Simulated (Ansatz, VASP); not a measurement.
CaSe: VASP beside Ansatz

The input INCAR:

```
PREC = Accurate ; ENCUT = 600
EDIFF = 1E-6 ; ISMEAR = 0
SIGMA = 0.02 ; LREAL = F
LASPH = T ; NELM = 100
ALGO = Normal ; ISIF = 3
LWAVE = F ; LCHARG = F
GGA = PE ; IVDW = 12
IBRION = 2 ; NSW = 100
EDIFFG = -0.01
```

The input KPOINTS:

```
Automatic mesh
0
Gamma
  8 8 8
```

File POSCAR:

```
CaSe
1.0
    0.0000000000      2.9702382100      2.9702382100
    2.9702382100      0.0000000000      2.9702382100
    2.9702382100      2.9702382100      0.0000000000
Ca Se
1 1
Direct
    0.0000000000      0.0000000000      0.0000000000
    0.5000000000      0.5000000000      0.5000000000
```

Input for Ansatz:

```yaml
crystal:
  lattice:
    - [0.0, 2.97023821, 2.97023821]
    - [2.97023821, 0.0, 2.97023821]
    - [2.97023821, 2.97023821, 0.0]
  atoms:
    - { symbol: Ca, position: [0.0, 0.0, 0.0] }
    - { symbol: Se, position: [0.5, 0.5, 0.5] }
basis:
  ecutwfc: 420
kpoints:
  mp_grid: { grid: [8, 8, 8] }
hamiltonian:
  xc: pbe
  dispersion: d3bj
scf:
  occupations: { method: gaussian, width: 0.02 }
output:
  forces: true
  stress: true
  eigenvalues: true
relax:
  adjacent_minimum: "off"
  f_tol: 0.01
  max_steps: 80
  cell: { stress_tol: 0.05 }
```

Alike in both runs: task relaxation of cell and atoms; functional PBE; dispersion D3(BJ); k mesh 8 × 8 × 8; occupations gaussian, width 0.02 eV; no spin polarisation.

|  | VASP | Ansatz |
| --- | --- | --- |
| version | VASP 6.6.1 | Ansatz 0.2.0 |
| potentials or method | VASP PAW PBE potentials, release 64 (Ca_sv, Se) | scalar-relativistic, plane waves, PAW |
| plane-wave cutoff (eV) | 600 | 420 |
| valence electrons in the cell | 16 | 26 |

```tsv
	VASP	Ansatz	Ansatz less VASP
gap on the k mesh at the Fermi level, each at its own relaxed structure (eV)	1.98	1.98	+0.002
relaxed volume (Å³/atom)	25.37	25.29	-0.080
relaxed cell length with the largest relative difference (Å)	4.156	4.151	-0.0044
energy change over the relaxation (meV/atom)	-4	-5	-1.1
```

The two sets of potentials don't hold the same shells in valence.

A k mesh can miss the band edges.
